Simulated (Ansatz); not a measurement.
A relaxed cell of PbS is given with its symmetry left out. The cell was found from a structure generator's guess, not taken from experiment.

Theory: DFT PBE, scalar-relativistic, plane waves, PAW in Ansatz 0.2.0. Cutoff 420 eV, Γ-centred mesh, Gaussian smearing, no spin polarisation.

```xyz
4
Lattice="5.0308 0.0000 0.0000 -2.5154 4.3568 0.0000 0.0000 0.0000 6.0212" Properties=species:S:1:pos:R:3 pbc="T T T"
Pb    0.0000    2.9045    1.5053
Pb    2.5154    1.4523    4.5159
S     2.5154    1.4523    1.5053
S     0.0000    2.9045    4.5159
```

Formation energies are uncorrected and refer to the elements' standard structures at the same level.

Question: Find its symmetry and describe it.

Answer: P6_3/mmc (No. 194). Conventional cell: a = 5.031 Å, c = 6.021 Å. Pb has 5 S at 2.90–3.01 Å; around S lie 5 Pb at 2.90–3.01 Å.

Question: What is its formation energy per atom?

Answer: −0.475 eV/atom. It lies below the elements, which doesn't yet make it stable against other compounds or structures.

Question: Is it a metal?

Answer: No, the gap on the 6×6×6 mesh is 1.45 eV.

The last run used a 6×6×6 mesh for its 4-atom cell and Gaussian smearing of 0.02 eV. These runs have no spin–orbit coupling, which can matter for Pb. Kohn–Sham gaps at this level usually fall short of measured ones. The missing spin–orbit coupling can work the other way here. The reference form of S is held partly by dispersion forces, which this level lacks. A later test with randomly moved atoms led to a structure 75 meV/atom lower, so this end is a saddle point or a shallow minimum.
